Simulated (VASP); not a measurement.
Crystal: CdS.

```
Cd S
1.0
     0.00000    2.91764    2.91764
     2.91764    0.00000    2.91764
     2.91764    2.91764    0.00000
Cd S
1 1
Direct
  0.00000 0.00000 0.00000
  0.25000 0.25000 0.25000
```

Base run:

| Item | Value |
| --- | --- |
| Program | VASP 6.6.1 |
| Functional | PBEsol |
| Potentials or basis | VASP PAW PBE potentials, release 64 (Cd, S) |
| Cutoff | 520 eV |
| k mesh | 8 × 8 × 8 |
| Occupations | gaussian, width 0.03 eV |
| Spin | no spin polarisation |

Its results: band gap on the k mesh 1.01 eV, direct; pressure 0.1 GPa.

Q: The run is repeated on the same cell with these changes: functional from PBEsol to r2SCAN; further incar settings from ALGO = Fast; EDIFF = 1e-06; NBANDS = 16 to ALGO = Normal; EDIFF = 1e-06; NBANDS = 16. What comes out?

A: Band gap on the k mesh 1.59 eV, direct; pressure 1.7 GPa.

Caveats: the PAW data sets were made with another functional, which shifts forces and pressure a little.
